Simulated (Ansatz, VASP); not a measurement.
## SnSe: VASP beside Ansatz

```
Sn Se
1.0
     2.71148    0.00000    0.00000
     0.00000    2.71148    0.00000
     0.00000    0.00000    2.71148
Sn Se
1 1
Direct
  0.00000 0.00000 0.00000
  0.50000 0.50000 0.50000
```

Measurements of this composition are mostly on another form, of space group No. 62.

Alike in both runs: task single point; functional PBE; dispersion D3(BJ); k mesh 14 × 14 × 14; occupations fermi-dirac, width 0.1 eV; no spin polarisation.

|  | VASP | Ansatz |
| --- | --- | --- |
| version | VASP 6.6.1 | Ansatz 0.2.0 |
| potentials or method | VASP PAW PBE potentials, release 64 (Sn_d, Se) | PAW with Ansatz's default frozen-core files, scalar-relativistic |
| plane-wave cutoff (eV) | 520 | 420 |
| valence electrons in the cell | 20 | 30 |

|  | VASP | Ansatz | Ansatz less VASP |
| --- | --- | --- | --- |
| gap on the k mesh at the Fermi level (eV) | none | none | - |
| dispersion energy (meV/atom) | -987.0 | -987.3 | -0.26 |

A gap of «none» marks a metal or a gap that the smearing closes. The two sets of potentials don't hold the same shells in valence.
